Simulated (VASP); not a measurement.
HgSe:

```
Hg Se
1.0
     0.00000    3.03900    3.03900
     3.03900    0.00000    3.03900
     3.03900    3.03900    0.00000
Hg Se
1 1
Direct
  0.00000 0.00000 0.00000
  0.25000 0.25000 0.25000
```

| Quantity | Value |
| --- | --- |
| Program | VASP 6.6.1 |
| Task | relaxation of cell and atoms |
| Functional | PBEsol |
| Potentials or basis | VASP PAW PBE potentials, release 64 (Hg, Se) |
| Cutoff | 600 eV |
| k mesh | 10 × 10 × 10 |
| Occupations | gaussian, width 0.03 eV |
| Spin | no spin polarisation |

At the start: pressure 1.9 GPa; volume 28.07 Å³/atom.

**Question.** How do energy, volume and symmetry change on relaxing?

**Answer.** Over 3 steps the energy falls by 5.3 meV/atom and the volume is 29.01 Å³/atom (+3.4 %); space group F-43m (No. 216, to 0.05 Å).

Step by step:
| step | energy change (eV) | largest force (eV/Å) | pressure (GPa) | volume (Å³) |
| --- | --- | --- | --- | --- |
| 1 | 0.0000 | 0.0000 | 1.85 | 56.13 |
| 2 | -0.0090 | 0.0000 | -0.67 | 58.81 |
| 3 | -0.0106 | 0.0000 | 0.00 | 58.03 |

Final structure:
```xyz
2
Lattice="0.0000 3.0728 3.0728 3.0728 0.0000 3.0728 3.0728 3.0728 0.0000" Properties=species:S:1:pos:R:3 pbc="T T T"
Hg    0.0000    0.0000    0.0000
Se    1.5364    1.5364    1.5364
```

Caveat: the PAW data sets were made with another functional, which shifts forces and pressure a little.
